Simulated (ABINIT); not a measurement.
Crystal: Os.

```
Os
1.0
     2.73410    0.00000    0.00000
    -1.36705    2.36780    0.00000
     0.00000    0.00000    4.31970
Os
2
Cartesian
  1.3671 0.7893 3.2398
  0.0000 1.5785 1.0799
```

- Program: ABINIT 10.8.3 (patched build)
- Task: relaxation of cell and atoms
- Functional: LDA
- Potentials or basis: PseudoDojo NC SR LDA v0.4.1 standard
- Cutoff: 1007 eV
- k mesh: 8 × 8 × 4
- Occupations: fermi-dirac, width 0.05 eV
- Spin: no spin polarisation

At the start: pressure -10.0 GPa; volume 13.98 Å³/atom.

Question: How do energy, volume and symmetry change on relaxing?

Answer: Over 5 steps the energy falls by 10.3 meV/atom and the volume is 13.66 Å³/atom (-2.3 %); space group P6_3/mmc (No. 194, to 0.05 Å).

Step by step:
```csv
step,energy change (eV),largest force (eV/Å),pressure (GPa),volume (Å³)
1,0.0000,0.0000,-9.97,27.96
2,-0.0186,0.0000,3.36,27.12
3,-0.0207,0.0000,-0.12,27.33
4,-0.0207,0.0000,0.00,27.32
5,-0.0207,0.0000,0.00,27.32
```

Final structure:
```yaml
crystal:
  lattice:
    - [2.71415, 0.00000, 0.00000]
    - [-1.35707, 2.35052, 0.00000]
    - [0.00000, 0.00000, 4.28226]
  atoms:
    - { symbol: Os, position: [0.66667, 0.33333, 0.75000] }
    - { symbol: Os, position: [0.33333, 0.66667, 0.25000] }
```

Caveat: the k mesh is coarse (spacing up to 0.36 Å⁻¹), so the values aren't converged.
